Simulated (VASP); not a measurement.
AgBr (strained rocksalt), PBE single-point calculation: Ansatz's output and VASP's

```cif
data_structure
_symmetry_space_group_name_H-M 'P 1'
_symmetry_Int_Tables_number 1
_cell_length_a 4.1523
_cell_length_b 4.1523
_cell_length_c 4.1523
_cell_angle_alpha 60.000
_cell_angle_beta 60.000
_cell_angle_gamma 60.000
_cell_volume 50.62
loop_
_atom_site_label
_atom_site_type_symbol
_atom_site_fract_x
_atom_site_fract_y
_atom_site_fract_z
_atom_site_occupancy
Ag1 Ag 0.00000 0.00000 0.00000 1
Br1 Br 0.50000 0.50000 0.50000 1
```

Ansatz printed

```
SCF 1 converged in 6 iterations: F = -10374.364719 eV  dr2 = 3.87e-10
  greatest PAW one-centre occupation: 1.000 electrons in one spin orbital (limit 2), on the Ag atom at site 0 (counted from 0), in its partial waves of l = 0
NSCF: frozen V_eff on 7 k-points
SCF converged after 6 iterations
Free energy (F): -10374.364719 eV
Harris-Foulkes:  -10374.364719 eV  (|F-HF|=6.09e-10)
Internal energy: -10374.364719 eV  (E = F + TS)
E sigma→0 (E₀):  -10374.364719 eV
Fermi energy:    7.470048 eV
--- Per-component energies (eV) ---
  E_band       = -383.593772
  E_kinetic    = 660.531684
  E_local      = -3424.710495  (includes V_loc(G=0)·N_el)
  E_nonlocal   = 153.936147
  E_hartree    = 1495.098466
  E_xc         = -446.852444
  E_vxc        = -335.098886  (∫ρ·V_xc dr)
  E_paw        = -6152.197567  (= ΣΔE_a)
  E_vpaw       = -428.448494  (= ΣTr[D̂ρ^β])
  E_aug_tail   = 0.000309  (compensation charges beyond the density's cutoff)
  E_ewald      = -2660.170819
  E_smearing   = -0.000000  (= −TS)
  E_closure    = 0.000000  (closes the sum)
  Σ components = -10374.364719   (vs F -10374.364719, Δ=0.00e0)
--- Forces (eV/Å), atoms counted from 1 ---
  atom   1  Ag    -0.00000000     0.00000000     0.00000000
  atom   2  Br     0.00000000    -0.00000000    -0.00000000
  max |Σ_I F_I| component: 7.72e-30 eV/Å
--- Stress (GPa, compression-positive) ---
       -0.595104       0.000000       0.000000
       -0.000000      -0.595104       0.000000
        0.000000       0.000000      -0.595104
  P = ⅓ Tr σ = -0.5951 GPa (-5.951 kbar)
--- Band table (eV; the first three rows and the last of 29) ---
  k-point 0: bands = ["-82.7778", "-46.3082", "-46.3082", "-46.3082", "-7.5614", "4.5712", "4.5712", "4.5722", "4.5722", "4.5722", "5.4041", "5.4041", "5.4041", "7.7938", "17.0392", "17.0392", "17.0392"]
  k-point 1: bands = ["-82.7777", "-46.3084", "-46.3082", "-46.3082", "-7.5113", "4.2227", "4.2227", "4.2763", "4.6083", "4.6083", "5.0537", "5.8110", "5.8110", "8.5918", "15.7225", "16.6306", "16.6306"]
  k-point 2: bands = ["-82.7777", "-46.3088", "-46.3083", "-46.3083", "-7.3860", "3.3789", "3.7601", "3.7601", "4.6977", "4.6977", "5.0039", "6.4253", "6.4253", "9.9063", "14.2546", "15.3529", "15.3529"]
  k-point 28: bands = ["-82.7777", "-46.3090", "-46.3090", "-46.3087", "-7.1431", "3.3205", "3.5939", "3.5939", "4.9088", "4.9177", "5.0274", "5.0274", "5.7487", "10.7914", "14.2274", "14.7596", "14.7596"]
```

Each program uses its own PAW datasets. VASP's cell holds 18 valence electrons and Ansatz's 26. Ansatz's stress includes a Pulay correction; VASP's doesn't.

Question: What does VASP give for the same cell and level of theory?

Answer: gap between bands v and c 0.69 eV; least direct gap 2.39 eV; pressure -0.6 GPa.

From OUTCAR

```
k-points           NKPTS =     29   k-points in BZ     NKDIM =     29   number of bands    NBANDS=     16

   NELECT =      18.0000    total number of electrons

   dimension x,y,z NGX =    32 NGY =   32 NGZ =   32
   dimension x,y,z NGXF=    64 NGYF=   64 NGZF=   64

  energy-cutoff  :      520.00
  volume of cell :       50.62
      direct lattice vectors                 reciprocal lattice vectors
     0.000000000  2.936124356  2.936124356    -0.170292515  0.170292515  0.170292515
     2.936124356  0.000000000  2.936124356     0.170292515 -0.170292515  0.170292515
     2.936124356  2.936124356  0.000000000     0.170292515  0.170292515 -0.170292515

 k-points in reciprocal lattice and weights: KPOINTS created by Atomic Simulation Env
   0.00000000  0.00000000  0.00000000       0.002
   0.12500000  0.00000000  0.00000000       0.016
   0.25000000  0.00000000  0.00000000       0.016
   0.37500000  0.00000000  0.00000000       0.016
   0.50000000  0.00000000  0.00000000       0.008
   0.12500000  0.12500000  0.00000000       0.012
   0.25000000  0.12500000  0.00000000       0.047
   0.37500000  0.12500000  0.00000000       0.047
   ...

 E-fermi :   3.1836

 k-point     1 :       0.0000    0.0000    0.0000
  band No.  band energies     occupation
      1     -11.8457      2.00000
      2       0.2865      2.00000
      3       0.2865      2.00000
      4       0.2870      2.00000
      5       0.2870      2.00000
      6       0.2870      2.00000
      7       1.1187      2.00000
      8       1.1187      2.00000
      9       1.1187      2.00000
     10       3.5075      0.00000
     11      12.7442      0.00000
     12      12.7442      0.00000
     13      12.7442      0.00000
     14      14.0947      0.00000
     15      14.3190      0.00000
     16      14.3190      0.00000

 k-point     2 :       0.1250    0.0000    0.0000
  band No.  band energies     occupation
      1     -11.7959      2.00000
      2      -0.0621      2.00000
      3      -0.0621      2.00000
      4      -0.0088      2.00000
      5       0.3231      2.00000
      6       0.3231      2.00000
      7       0.7683      2.00000
      8       1.5257      2.00000
      9       1.5257      2.00000
     10       4.3055      0.00000
     11      11.4331      0.00000
     12      12.3377      0.00000
     13      12.3377      0.00000
     14      13.6418      0.00000
     15      13.6418      0.00000
     16      14.0103      0.00000

 k-point     3 :       0.2500    0.0000    0.0000
  band No.  band energies     occupation
      1     -11.6711      2.00000
      2      -0.9060      2.00000
      3      -0.5245      2.00000
      4      -0.5245      2.00000
      5       0.4125      2.00000
      6       0.4125      2.00000
      7       0.7186      2.00000
      8       2.1400      2.00000
      9       2.1400      2.00000
     10       5.6200      0.00000
     11       9.9669      0.00000
     12      11.0617      0.00000
     13      11.0617      0.00000
     14      13.8329      0.00000
     15      14.1250      0.00000
     16      14.1250      0.00000

 k-point     4 :       0.3750    0.0000    0.0000
  band No.  band energies     occupation
      1     -11.5392      2.00000
      2      -1.6402      2.00000
      3      -0.8368      2.00000
      4      -0.8368      2.00000
      5       0.5047      2.00000
      6       0.5047      2.00000
      7       0.8067      2.00000
      8       2.6248      2.00000
      9       2.6248      2.00000
     10       6.5245      0.00000
     11       9.1547      0.00000
     12      10.0663      0.00000
     13      10.0663      0.00000
     14      14.2291      0.00000
     15      15.1659      0.00000
     16      15.1659      0.00000

 k-point     5 :       0.5000    0.0000    0.0000
  band No.  band energies     occupation
      1     -11.4823      2.00000
      2      -1.9098      2.00000
      3      -0.9454      2.00000
      4      -0.9454      2.00000
      5       0.5437      2.00000
      6       0.5437      2.00000
      7       0.8552      2.00000
      8       2.8131      2.00000
      9       2.8131      2.00000
     10       6.7341      0.00000
     11       9.0138      0.00000
     12       9.6993      0.00000
     13       9.6993      0.00000
     14      14.9035      0.00000
     15      15.9538      0.00000
     16      15.9538      0.00000

 k-point     6 :       0.1250    0.1250    0.0000
  band No.  band energies     occupation
      1     -11.7808      2.00000
      2      -0.4724      2.00000
      3       0.1863      2.00000
      4       0.1863      2.00000
      5       0.2538      2.00000
      6       0.3062      2.00000
      7       1.1806      2.00000
      8       1.1806      2.00000
      9       1.2837      2.00000
     10       4.6154      0.00000
     11      11.5175      0.00000
     12      11.7375      0.00000
     13      12.2796      0.00000
     14      12.2796      0.00000
     15      15.4620      0.00000
     16      15.4620      0.00000

 ...

  Total       -0.2029755     -0.2029755     -0.2029755      0.0000000     -0.0000000      0.0000000
  in kB       -6.4239311     -6.4239311     -6.4239311      0.0000000     -0.0000000      0.0000000
  external PRESSURE =      -6.4239311 kB  Pullay stress =       0.0000000 kB

 POSITION                                       TOTAL-FORCE (eV/Angst)
 -----------------------------------------------------------------------------------
      0.00000      0.00000      0.00000        -0.000000     -0.000000     -0.000000
      2.93612      2.93612      2.93612         0.000000      0.000000      0.000000
 -----------------------------------------------------------------------------------
    total drift:                                0.000000     -0.000000     -0.000000

  FREE ENERGIE OF THE ION-ELECTRON SYSTEM (eV)
  ---------------------------------------------------
  free  energy   TOTEN  =        -4.9985944158 eV

  energy  without entropy=       -4.9985944155  energy(sigma->0) =       -4.99859442
```
